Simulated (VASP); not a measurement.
# Mg (P6_3/mmc) in VASP: a series of runs, part 2 of 2

VASP 6.6.1. Earlier steps stand in the parts before.

## (3) Single point, PBE

Input file INCAR:

```
SYSTEM = Mg
PREC = Accurate
ENCUT = 520
EDIFF = 1E-6
ISMEAR = 0
SIGMA = 0.012
LREAL = .FALSE.
LASPH = .TRUE.
NELM = 60
ALGO = Normal
ISIF = 2
LWAVE = .FALSE.
LCHARG = .TRUE.
GGA = PE
LELF = .TRUE.
LVHAR = .TRUE.
NBANDS = 9
```

Input file KPOINTS:

```
Automatic mesh
0
G
  10 10 5
  0 0 0
```

Input file POSCAR:

```
Mg
1.0
    3.2093000000      0.0000000000      0.0000000000
   -1.6046500000      2.7793353284      0.0000000000
    0.0000000000      0.0000000000      5.2103000000
Mg
2
Direct
    0.6666666667      0.3333333333      0.7500000000
    0.3333333333      0.6666666667      0.2500000000
```

Potentials or basis: VASP PAW PBE potentials, release 64 (Mg).

Launch:

```
> cat potpaw_PBE.64/Mg/POTCAR > POTCAR
> mpirun -np 1 vasp_std > vasp.out
```

OUTCAR:

```text
SYSTEM = Mg
   PREC = Accurate
   ENCUT = 520
   EDIFF = 1E-6
   ISMEAR = 0
   LREAL = .FALSE.
   LASPH = .TRUE.
   NELM = 60
   ISIF = 2
   GGA = PE

 ion  position               nearest neighbor table
   1  0.667  0.333  0.750-   2 3.20   2 3.20   2 3.20   2 3.20   2 3.20   2 3.20
   2  0.333  0.667  0.250-   1 3.20   1 3.20   1 3.20   1 3.20   1 3.20   1 3.20

  LATTYP: Found a hexagonal cell.
 ALAT       =     3.2093000000
 C/A-ratio  =     1.6235004518

  Lattice vectors:

 A1 = (   3.2093000000,   0.0000000000,   0.0000000000)
 A2 = (  -1.6046500000,   2.7793353284,   0.0000000000)
 A3 = (   0.0000000000,   0.0000000000,   5.2103000000)

Analysis of symmetry for initial positions (statically):
=====================================================================
 Subroutine PRICEL returns:
 Original cell was already a primitive cell.

 Routine SETGRP: Setting up the symmetry group for a
 hexagonal supercell.

 Subroutine GETGRP returns: Found 24 space group operations
 (whereof 12 operations were pure point group operations)
 out of a pool of 24 trial point group operations.

The static configuration has the point symmetry D_3d.
 The point group associated with its full space group is D_6h.

Analysis of symmetry for dynamics (positions and initial velocities):
=====================================================================
 Subroutine PRICEL returns:
 Original cell was already a primitive cell.

 Routine SETGRP: Setting up the symmetry group for a
 hexagonal supercell.

 Subroutine GETGRP returns: Found 24 space group operations
 (whereof 12 operations were pure point group operations)
 out of a pool of 24 trial point group operations.

The dynamic configuration has the point symmetry D_3d.
 The point group associated with its full space group is D_6h.

 Subroutine INISYM returns: Found 24 space group operations
 (whereof 12 operations are pure point group operations),
 and found     1 'primitive' translations

[... 117 lines left out ...]
  Thomas-Fermi vector in A             =   1.812866
   LORBIT       =      0    0 simple, 1 ext, 2 COOP (PROOUT), +10 PAW based schemes
   GGA     = PE    functional components
   LHFCALC =     F    Hartree Fock is set to
   AEXX    =    0.0000 exact exchange contribution
   IVDW    =     0    specifies the selected vdW correction
   LEPSILON=     F    determine dielectric tensor
   LRPA    =     F    only Hartree local field effects (RPA)
 non-spin polarized calculation
 Gauss-broadening in eV      SIGMA  =   0.01
  energy-cutoff  :      520.00
  volume of cell :       46.47
 maximum number of plane-waves:      1277
 NGX is ok and might be reduce to    24
   NGX = 11   NGY = 11   NGZ = 19

 number of electron       4.0000000 magnetization

 Free energy of the ion-electron system (eV)
  ---------------------------------------------------
  ext. energy  EPLUGINS =         0.00000000
  ---------------------------------------------------
  free energy    TOTEN  =        -2.99896431 eV

  energy without entropy =       -2.99862936  energy(sigma->0) =       -2.99879684

 E-fermi :   2.5563     XC(G=0):  -8.4539

 val. band max:        2.5504948517   @ k =   0.4000   0.1000   0.4000
 cond. band min:       2.6092718938   @ k =   0.2000   0.1000   0.0000
 fundamental gap:      0.0587770421
 Fermi energy:         2.5563293168

 k-point     1 :       0.0000    0.0000    0.0000
  band No.  band energies     occupation
      1      -4.3092      2.00000
      2       0.9089      2.00000
      3       1.3256      2.00000
      4      13.4381      0.00000
      5      13.4381      0.00000
      6      13.5279      0.00000
      7      13.5279      0.00000
      8      14.3314      0.00000
      9      15.8832      0.00000
[... 265 lines left out ...]
 k-point    24 :       0.4000    0.1000    0.2000
  band No.  band energies     occupation
      1      -0.0818      2.00000
      2       1.7185      2.00000
      3       3.1685      0.00000
      4       4.9000      0.00000
      5       6.8410      0.00000
      6       7.8182      0.00000
      7       9.3083      0.00000
      8      10.5781      0.00000
      9      13.0329      0.00000

 [... further k-points ...]
[... 5 lines left out ...]
  --------------------------------------------------------------------------------------
  -------------------------------------------------------------------------------------
  Total       -0.2438889     -0.2438889     -0.0182420      0.0000000      0.0000000     -0.0000000
  in kB       -8.4079197     -8.4079197     -0.6288805      0.0000000      0.0000000     -0.0000000
  external PRESSURE =      -5.8149066 kB  Pullay stress =       0.0000000 kB

 VOLUME and BASIS-vectors are now :
 -----------------------------------------------------------------------------
  energy-cutoff  :      520.00
  volume of cell :       46.47
      direct lattice vectors                 reciprocal lattice vectors
     3.209300000  0.000000000  0.000000000     0.311594429  0.179899127  0.000000000
    -1.604650000  2.779335328  0.000000000     0.000000000  0.359798255  0.000000000
     0.000000000  0.000000000  5.210300000     0.000000000  0.000000000  0.191927528

 POSITION                                       TOTAL-FORCE (eV/Angst)
 -----------------------------------------------------------------------------------
      1.60465      0.92645      3.90773        -0.000000     -0.000000      0.000000
     -0.00000      1.85289      1.30258         0.000000      0.000000      0.000000
 -----------------------------------------------------------------------------------
    total drift:                                0.000000     -0.000000      0.000000

  FREE ENERGIE OF THE ION-ELECTRON SYSTEM (eV)
  ---------------------------------------------------
  free  energy   TOTEN  =        -2.9989643127 eV

  energy  without entropy=       -2.9986293642  energy(sigma->0) =       -2.99879684
```

OSZICAR:

```text
N       E                     dE             d eps       ncg     rms          rms(c)
DAV:   1    -0.224532023891E+00   -0.22453E+00   -0.12897E+03   756   0.314E+02
DAV:   2    -0.298478727917E+01   -0.27603E+01   -0.26875E+01  1038   0.283E+01
DAV:   3    -0.301266169851E+01   -0.27874E-01   -0.27845E-01   988   0.252E+00
DAV:   4    -0.301274198452E+01   -0.80286E-04   -0.80284E-04   994   0.133E-01
DAV:   5    -0.301274239111E+01   -0.40659E-06   -0.40646E-06   963   0.822E-03    0.963E-01
DAV:   6    -0.300656494853E+01    0.61774E-02   -0.66318E-04   855   0.198E-01    0.617E-01
DAV:   7    -0.299895241865E+01    0.76125E-02   -0.26247E-03   778   0.345E-01    0.345E-02
DAV:   8    -0.299896611970E+01   -0.13701E-04   -0.17745E-05  1075   0.251E-02    0.789E-03
DAV:   9    -0.299896453304E+01    0.15867E-05   -0.13467E-06   832   0.554E-03    0.590E-04
DAV:  10    -0.299896431274E+01    0.22030E-06   -0.54756E-09   469   0.447E-04
   1 F= -.29989643E+01 E0= -.29987968E+01  d E =-.334949E-03
```

It took 6.9 s on 1 thread of Intel Xeon Platinum 8488C (Sapphire Rapids), shared host; peak memory 0.16 GiB.

What came out:

```yaml
Free_energy: -2.9990 eV
Pressure: -0.6 GPa
Band_gap_on_the_k_mesh: none (metal or under the smearing width)
```

Stress tensor (GPa, compression positive):
```
-0.84  0.00  0.00
 0.00 -0.84  0.00
 0.00  0.00 -0.06
```

Levels at points of the mesh, in eV from the Fermi level:
```tsv
k point	band 1	band 2	band 3	band 4	band 5
(0.00, 0.00, 0.00)	-6.87	-1.65	-1.23	10.88	10.88
(0.50, 0.00, 0.00)	-2.11	-2.11	2.66	3.03	3.26
```

## (4) The reference run

An earlier run on the cell as given: functional PBE; potentials or basis VASP PAW PBE potentials, release 64 (Mg); cutoff 520 eV; k mesh 10 × 10 × 5; occupations fermi-dirac, width 0.05 eV; no spin polarisation.

- Pressure: -0.5 GPa
- Band gap on the k mesh: none (metal or under the smearing width)

## (5) Summary

| smearing | gap on the mesh (eV) | pressure (GPa) |
| --- | --- | --- |
| gaussian 0.022 eV | none | -0.6 |
| gaussian 0.012 eV | none | -0.6 |
| fermi-dirac 0.05 eV | none | -0.5 |

Alike in all rows: task single point; level PBE; potentials or basis VASP PAW PBE potentials, release 64 (Mg); no spin polarisation; cell as given; k mesh 10 × 10 × 5; cutoff (eV) 520.

Every run on the cell as given and a fine mesh finds a metal.

Total energies depend on the potentials used, so only differences within one code and one set of settings carry meaning.
